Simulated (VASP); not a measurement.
A run of VASP 6.6.1 is set up as follows.

File INCAR:

```
SYSTEM = Sb
PREC     = Accurate       ! precision mode
ENCUT    = 520            ! plane-wave cutoff, eV
EDIFF    = 1E-7           ! SCF threshold, eV
ISMEAR   = -1             ! smearing method
SIGMA    = 0.05           ! smearing width, eV
LREAL    = .False.        ! projectors in reciprocal space
LASPH    = .True.         ! aspherical terms in the spheres
NELM     = 60             ! most SCF steps
ALGO     = Normal         ! electronic algorithm
ISIF     = 2              ! what is computed and relaxed
LWAVE    = .False.        ! write WAVECAR
LCHARG   = .True.         ! write CHGCAR
GGA      = PS             ! functional
LELF     = .True.         ! ELF
LVHAR    = .True.       
NBANDS   = 8              ! bands
```

Contents of KPOINTS:

```
Automatic mesh
0
Gamma
  10 10 10
  0 0 0
```

Contents of POSCAR:

```
Sb
1.0
   -0.0167630000      2.3807070000      2.4016500000
    2.3697530000      0.0443490000      2.3405380000
    2.4096310000      2.3594730000      0.0044710000
Sb
1
Direct
   -0.0075380000      0.0130910000     -0.0107430000
```

Potentials or basis: VASP PAW PBE potentials, release 64 (Sb).

Run with:

```sh
$ cat potpaw_PBE.64/Sb/POTCAR > POTCAR
$ mpirun -np 1 vasp_std > vasp.out
```

Problem. Estimate the band gap on the k mesh.

Solution. None (metal or under the smearing width).

Problem. Estimate the pressure.

Solution. -1.3 GPa.

Stress tensor (GPa, compression positive):
```
-1.24  0.42  0.20
 0.42 -1.19  0.11
 0.20  0.11 -1.61
```

Caveat: the PAW data sets were made with another functional, which shifts forces and pressure a little. The run has no spin-orbit coupling, so splittings on Sb are missing.
